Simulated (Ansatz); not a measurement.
Runs of Ansatz 0.2.0 on Y. The structure is cubic, space group Fm-3m (No. 225). The conventional cell has a = 5.104 Å, b = 5.104 Å, c = 5.104 Å, α = 90.00°, β = 90.00°, γ = 90.00°. Around Y (site symmetry m-3m) lie 12 Y at 3.61 Å. This isn't the form of Y at room conditions, which is hcp.

```tsv
task	level	potentials or basis	spin	U	cell	k mesh	cutoff (eV)	smearing	points for each segment of the path	hubbard projectors	double counting	other keys	gap on the mesh (eV)	pressure (GPa)
Wannier functions	r2SCAN+rVV10	PseudoDojo standard	collinear, ferromagnetic start	-	as given	14 × 14 × 14	980	fermi-dirac 0.01 eV	-	-	-	kpoints.mp_grid.grid = 14 × 14 × 14	none	-
projected density of states	PBEsol	PseudoDojo stringent	SOC, no magnetisation	-	as given	9 × 9 × 9	980	tetrahedron	-	-	-	-	none	-2.8
single point	r2SCAN+D3(BJ)	JTH PAW LDA	off	-	volume scaled by 0.96	9 × 9 × 9	870	cold 0.05 eV	-	-	-	-	none	(a)
band structure	r2SCAN+U	Ansatz PAW	SOC, no magnetisation	Y d U = 1 eV	as given	9 × 9 × 9	500	tetrahedron	14	ortho-atomic (the default)	fll (the default)	-	none	1.4
```

**Question.** Estimate the missing entries.

**Answer.** (a) 0.9.

Caveats: pairwise dispersion overbinds metals, which lowers pressure and volume (some runs); with tetrahedron occupations forces and stress needn't match the slope of the energy (some runs); the PAW data sets were made with another functional, which shifts forces and pressure a little (some runs); the meta-GGA runs on potentials made for a GGA (some runs); the rVV10 pressure on norm-conserving files is uncertain (some runs); the magnetic or orbital state may not be the lowest (some runs); the potentials were made for another functional, which shifts forces and pressure (some runs).

A k mesh can miss the band edges, and rows without SOC leave out spin-orbit coupling on Y.

A gap of «none» marks a metal or a gap under the smearing width.

Runs at the PBE level aren't shown here.
